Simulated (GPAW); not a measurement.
AlN:

```
Al N
1.0
     0.00000    2.18399    2.18399
     2.18399    0.00000    2.18399
     2.18399    2.18399    0.00000
Al N
1 1
Direct
  0.00000 0.00000 0.00000
  0.75000 0.75000 0.75000
```

Measurements of this composition are mostly on another form, of space group No. 186.

Base run:

| Quantity | Value |
| --- | --- |
| Program | GPAW 26.7.0 |
| Functional | vdW-DF |
| Potentials or basis | GPAW PAW data sets (gpaw-data 1.2.1) |
| Cutoff | 800 eV |
| Basis | pw |
| k mesh | 10 × 10 × 10 |
| Occupations | fermi-dirac, width 0.05 eV |
| Spin | no spin polarisation |

Its results: band gap on the k mesh 3.65 eV, indirect (least direct gap 4.51 eV).

Q: After a change of settings the same cell gave: band gap on the k mesh 3.91 eV, indirect (least direct gap 4.68 eV). Which change was it?
A. functional from vdW-DF to LDA; potentials or basis from GPAW PAW data sets (gpaw-data 1.2.1) to the program's PAW data sets (release 1.2.1) made for this functional
B. functional from vdW-DF to PBE; potentials or basis from GPAW PAW data sets (gpaw-data 1.2.1) to SG15 ONCV 1.2; cutoff from 800 eV to 1100 eV; valence electrons from 8 to 16
C. functional from vdW-DF to LDA; potentials or basis from GPAW PAW data sets (gpaw-data 1.2.1) to PAW data sets generated in the run's folder for this functional
D. functional from vdW-DF to vdW-DF2

A: D.

Not every run made on this cell is shown here.
